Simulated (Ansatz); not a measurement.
Input and command of a calculation in Ansatz (plane waves; scalar-relativistic PAW potentials unless the input names others):

```yaml
crystal:
  lattice:
    - [-2.7215639849, -2.7215639849, 0.0]
    - [2.7215639849, -2.7215639849, 0.0]
    - [-0.9073694326, 0.0, 10.8862559397]
  atoms:
    - { symbol: Zn, position: [-0.15628125, 1.15628125, 0.9375] }
    - { symbol: Zn, position: [0.46874375, 0.53125625, 0.1875] }
    - { symbol: Zn, position: [-0.07293125, 0.07293125, 0.4375] }
    - { symbol: Zn, position: [0.38539375, 0.61460625, 0.6875] }
    - { symbol: S, position: [0.44790625, 0.05209375, 0.3125] }
    - { symbol: S, position: [-0.09376875, 0.59376875, 0.5625] }
    - { symbol: S, position: [0.36455625, 0.13544375, 0.8125] }
    - { symbol: S, position: [-0.01041875, 0.51041875, 0.0625] }
basis:
  ecutwfc: 420
  xc_grid: 3
kpoints:
  mp_grid: { grid: [7, 7, 3] }
hamiltonian:
  xc: pbe
scf:
  occupations: { method: gaussian, width: 0.05 }
output:
  forces: true
  eigenvalues: true
  stress: true
magnetization:
  spin_polarized: true
```

```bash
ansatz run input.yaml --threads 2 --pin off --max-ram 5120MiB --backend cpu --events-out ev --progress --plain --runs-dir out
```

Abridged log:
```
Pseudopotentials: kind: paw
Pseudopotential: Zn, paw, valence charge 12, recommended cutoff 420 eV (normal)
Pseudopotential: S, paw, valence charge 6, recommended cutoff 420 eV (normal)
Functional definition: PBE
Crystal: 8 atoms, lattice volume = 161.267 Å³
Basis set: ecut = 420 eV, 3179 PW (Γ), exchange–correlation on 81×81×225 points (27 copies of the dense FFT grid, shifted against one another)
Bands: 44, of which v1, the nominal top of the filled ones, is band 36 counted from 1 (35 counted from 0)
Symmetry: 1 space group operations
Space group: P1 (ITA 1), of the structure as read, at distance tolerance 5.4e-5 Å
k-points: 74 of 147 (time reversal used)
Initial density: superposition of atomic densities (chi_scale 0.1, normalization cell, long waves kept (reshape's long-wave potential 0.00 eV rms))
Initial wavefunctions: pseudopotential atomic-orbital guess
Functional: x = pbe(κ = 0.804, μ = 0.21951497), c = pbe(β = 0.06672455)
SCF iter   1: F=—  HF=-16890.232327 eV  |F-HF|=—  |Δ(HF+E_count)|=         —  Δρ=1.97e-2 (↑1.97e-2 ↓1.97e-2) dr2=1.77e0  dr2_m=0.00e0  M=0.000 μB ∫|m|=0.000 μB  β_m=0.30  ethr=2.45e-3  ⟨swp⟩=1.0  Hψ=17232  notcnv=0
spin=Collinear: Resta preconditioning applied to the charge; magnetization (m = ρ↑ − ρ↓) channel mixes plain (no charge-response kernel on spin).
SCF iter   2: F=—  HF=-16889.770876 eV  |F-HF|=—  |Δ(HF+E_count)|=   4.61e-1  Δρ=1.23e-2 (↑1.23e-2 ↓1.19e-2) dr2=7.52e-1  dr2_m=6.64e-4  M=0.125 μB ∫|m|=0.125 μB  ethr=2.45e-3  ⟨swp⟩=2.0  Hψ=3495  notcnv=0
Mixer restart at iter 2: flushing history
SCF iter   3: F=—  HF=-16889.936043 eV  |F-HF|=—  |Δ(HF+E_count)|=         —  Δρ=1.26e-2 (↑1.23e-2 ↓1.26e-2) dr2=8.05e-1  dr2_m=5.93e-4  M=0.000 μB ∫|m|=0.013 μB  β_m=0.30  ethr=1.04e-3  ⟨swp⟩=2.0  Hψ=9472  notcnv=0
Mixer restart at iter 3: flushing history
SCF iter   4: F=—  HF=-16889.831878 eV  |F-HF|=—  |Δ(HF+E_count)|=         —  Δρ=8.76e-3 (↑8.76e-3 ↓8.76e-3) dr2=4.15e-1  dr2_m=0.00e0  M=0.000 μB ∫|m|=0.000 μB  β_m=0.30  ethr=1.04e-3  ⟨swp⟩=3.0  Hψ=5624  notcnv=0
SCF iter   5: F=—  HF=-16889.787296 eV  |F-HF|=—  |Δ(HF+E_count)|=   4.46e-2  Δρ=6.44e-3 (↑6.44e-3 ↓6.44e-3) dr2=2.29e-1  dr2_m=0.00e0  M=0.000 μB ∫|m|=0.000 μB  β_m=0.65  ethr=5.76e-4  ⟨swp⟩=1.0  Hψ=3848  notcnv=0  defer=201
SCF iter   6: F=—  HF=-16889.759179 eV  |F-HF|=—  |Δ(HF+E_count)|=   2.81e-2  Δρ=9.93e-4 (↑9.93e-4 ↓9.93e-4) dr2=6.14e-3  dr2_m=0.00e0  M=0.000 μB ∫|m|=0.000 μB  β_m=0.82  ethr=3.18e-4  ⟨swp⟩=2.4  Hψ=5934  notcnv=0  defer=201
SCF iter   7: F=—  HF=-16889.763986 eV  |F-HF|=—  |Δ(HF+E_count)|=   4.81e-3  Δρ=2.17e-4 (↑2.17e-4 ↓2.17e-4) dr2=3.90e-4  dr2_m=0.00e0  M=0.000 μB ∫|m|=0.000 μB  β_m=0.91  ethr=8.53e-6  ⟨swp⟩=2.1  Hψ=5285  notcnv=0  defer=201
SCF iter   8: F=—  HF=-16889.764692 eV  |F-HF|=—  |Δ(HF+E_count)|=   7.06e-4  Δρ=1.48e-4 (↑1.48e-4 ↓1.48e-4) dr2=9.88e-5  dr2_m=0.00e0  M=0.000 μB ∫|m|=0.000 μB  β_m=0.86  ethr=5.42e-7  ⟨swp⟩=2.0  Hψ=5497  notcnv=0  defer=201
SCF iter   9: F=—  HF=-16889.764753 eV  |F-HF|=—  |Δ(HF+E_count)|=   6.07e-5  Δρ=1.31e-4 (↑1.31e-4 ↓1.31e-4) dr2=7.70e-5  dr2_m=0.00e0  M=0.000 μB ∫|m|=0.000 μB  β_m=0.74  ethr=1.37e-7  ⟨swp⟩=2.0  Hψ=5546  notcnv=0  defer=201
SCF iter  10: F=—  HF=-16889.764752 eV  |F-HF|=—  |Δ(HF+E_count)|=   5.38e-7  Δρ=4.02e-5 (↑4.02e-5 ↓4.02e-5) dr2=8.45e-6  dr2_m=0.00e0  M=0.000 μB ∫|m|=0.000 μB  β_m=0.81  ethr=1.07e-7  ⟨swp⟩=2.0  Hψ=4860  notcnv=0  defer=201
SCF iter  11: F=—  HF=-16889.764755 eV  |F-HF|=—  |Δ(HF+E_count)|=   2.80e-6  Δρ=9.28e-6 (↑9.28e-6 ↓9.28e-6) dr2=4.22e-7  dr2_m=0.00e0  M=0.000 μB ∫|m|=0.000 μB  β_m=0.91  ethr=1.17e-8  ⟨swp⟩=2.0  Hψ=5303  notcnv=0  defer=201
SCF iter  12: F=—  HF=-16889.764756 eV  |F-HF|=—  |Δ(HF+E_count)|=   5.14e-7  Δρ=6.39e-6 (↑6.39e-6 ↓6.39e-6) dr2=1.58e-7  dr2_m=0.00e0  M=0.000 μB ∫|m|=0.000 μB  β_m=0.69  ethr=1.39e-10  ⟨swp⟩=10.4  Hψ=16504  notcnv=0
SCF iter  13: F=-16889.764756 eV  HF=-16889.764756 eV  |F-HF|=1.46e-8  |Δ(HF+E_count)|=   7.11e-8  Δρ=9.91e-7 (↑9.91e-7 ↓9.91e-7) dr2=9.25e-9  dr2_m=0.00e0  M=0.000 μB ∫|m|=0.000 μB  ethr=1.39e-10  ⟨swp⟩=4.1  Hψ=11108  notcnv=0
SCF 1 converged in 13 iterations: F = -16889.764756 eV  dr2 = 9.25e-9
SCF converged after 13 iterations
Magnetization: 0.0000 μB (36.0000 up, 36.0000 down)
Absolute magnetization: 0.0000 μB (∫|ρ↑−ρ↓|)
Spin contamination: 0.0000 ħ² per cell (⟨S²⟩ above its minimum at these occupations)
Per-site moments (μB) at R_I (Å): [(0.0, 0.81556562), (0.0, 0.97223921), (0.0, 0.97223921), (0.0, 0.97223921), (0.0, 0.97223921), (0.0, 0.97223921), (0.0, 0.97223921), (0.0, 0.81556562)]
Free energy (F): -16889.764756 eV
Harris-Foulkes:  -16889.764756 eV  (|F-HF|=1.46e-8)
Internal energy: -16889.764756 eV  (E = F + TS)
E sigma→0 (E₀):  -16889.764756 eV
Fermi energy:    6.588812 eV
--- Forces (eV/Å), atoms counted from 1 ---
  atom   1  Zn    -1.13107227     2.81462204    -2.90321486
  atom   2  Zn    -0.14700763    -0.13750057     0.09900893
  atom   3  Zn    -0.01516612    -0.02189780    -0.04509287
  atom   4  Zn     0.01988153    -0.11298593    -0.10345228
  atom   5  S      0.05124450     0.10925467     0.05744150
  atom   6  S     -0.05620474     0.01120389     0.04322148
  atom   7  S     -0.82105285     0.01499197    -0.27530138
  atom   8  S      2.09937648    -2.67767965     3.12738765
--- Stress (GPa, compression-positive) ---
        0.487871      -1.656162       3.942615
       -1.656162       3.281423      -3.208044
        3.942615      -3.208044       5.203119
  P = ⅓ Tr σ = 2.9908 GPa (29.908 kbar)
```

Apart from outputs and empty bands, the input differs from a reference run on usual settings in magnetization: not typed → {"spin_polarized": true}; basis.xc_grid: not typed → 3. The reference, at the same geometry (not necessarily relaxed), gave pressure 2.99 GPa, largest force 4.621 eV/Å, gap on the mesh 1.68 eV. This run converged in 13 SCF iterations (reference: 8) with an energy at zero smearing within 0.01 meV/atom of the reference's, pressure 2.99 GPa, largest force 4.621 eV/Å, gap on the mesh 1.68 eV.

Time: 40 s on 2 threads of Arm Neoverse V2, on a shared host, peak memory 0.88 GiB.